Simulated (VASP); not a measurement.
**AlN in VASP: one cell, several levels of theory**

One table from this session's results is given with a row withheld; the runs are named, their logs left out.

Program: VASP 6.6.1. PAW datasets, plane waves. All values are calculated for a non-magnetic cell, which may be hypothetical.

## Starting point

The cell comes from an earlier relaxation with r2SCAN in another program.

The symmetry is Fm-3m (No. 225, cubic); conventional cell a = 4.038 Å, 8.23 Å³ an atom. Near Al stand 6 N at 2.02 Å; near N stand 6 Al at 2.02 Å.

Structure file:

```cif
data_structure
_symmetry_space_group_name_H-M 'P 1'
_symmetry_Int_Tables_number 1
_cell_length_a 2.8551
_cell_length_b 2.8551
_cell_length_c 2.8551
_cell_angle_alpha 60.000
_cell_angle_beta 60.000
_cell_angle_gamma 60.000
_cell_volume 16.46
loop_
_atom_site_label
_atom_site_type_symbol
_atom_site_fract_x
_atom_site_fract_y
_atom_site_fract_z
_atom_site_occupancy
Al1 Al 0.00000 0.00000 0.00000 1
N1 N 0.50000 0.50000 0.50000 1
```

The first run:

INCAR reads:

```
ENCUT = 520.000000
SIGMA = 0.020000
EDIFF = 1.00e-07
GGA = PE
PREC = Accurate
IBRION = -1
ISIF = 2
ISMEAR = -1
NBANDS = 11
NELM = 120
NSW = 0
LASPH = .TRUE.
LCHARG = .FALSE.
LWAVE = .FALSE.
LREAL = .FALSE.
```

KPOINTS reads:

```
KPOINTS created by Atomic Simulation Environment
0
Gamma
10 10 10
0 0 0
```

KPOINTS_OPT reads:

```
special points
6
Reciprocal
0.0000000000 0.0000000000 0.0000000000 1
0.5000000000 0.0000000000 0.5000000000 1
0.5000000000 0.2500000000 0.7500000000 1
0.3750000000 0.3750000000 0.7500000000 1
0.5000000000 0.5000000000 0.5000000000 1
0.6250000000 0.2500000000 0.6250000000 1
```

POSCAR reads:

```
Al N
 1.0000000000000000
     0.0000000000000000    2.0188684536385382    2.0188684536385382
     2.0188684536385382    0.0000000000000000    2.0188684536385382
     2.0188684536385382    2.0188684536385382    0.0000000000000000
 Al  N
   1   1
Cartesian
 -0.0000000000000000 -0.0000000000000000  0.0000000000000000
  2.0188684536385382  2.0188684536385382  2.0188684536385382
```

The run uses the recommended PBE PAW datasets (8 valence electrons a neutral cell).

The run is started by

```bash
$ mpirun -np 1 vasp_std
```

Steps of the session up to this table: Single point with PBE; r2SCAN at this geometry; LDA; PBEsol at this geometry; HSE06 at this geometry; Dielectric tensor and Born charges, PBE.

One of the session's tables, all rows but one given; the rest of the session is left out.

| level | gap (eV) | Ansatz: gap (eV) |
| --- | --- | --- |
| PBE | 4.65 | 4.67 |
| r2SCAN | 5.53 | 5.52 |
| LDA | 4.50 | 4.51 |
| PBEsol | 4.59 | 4.60 |
| HSE06 | ? | ? |

**Question.** Estimate the row for HSE06.

**Answer.** gap (eV): 6.01; Ansatz: gap (eV): 6.08. In the column «gap (eV)» it is the highest.

In words: The gap runs from 4.50 eV (LDA) to 6.01 eV (HSE06). PBE reaches 77 % of the HSE06 gap. At this one volume the pressure spans -4.7 GPa (LDA) to 6.1 GPa (PBE): PBE wants the largest cell and LDA the smallest. The meshes differ: PBE 10×10×10, r2SCAN 10×10×10, LDA 10×10×10, PBEsol 10×10×10, HSE06 8×8×8. The two programs agree on the gap within 0.08 eV, far less than the spread between functionals. A mean ε∞ of 5.1 means a refractive index near 2.26 below the gap. Ansatz refines its mesh for the response by itself, so the meshes differ. The two codes have different PAW datasets and cutoffs. LDA means the Perdew–Zunger form in VASP and the Perdew–Wang form in Ansatz.
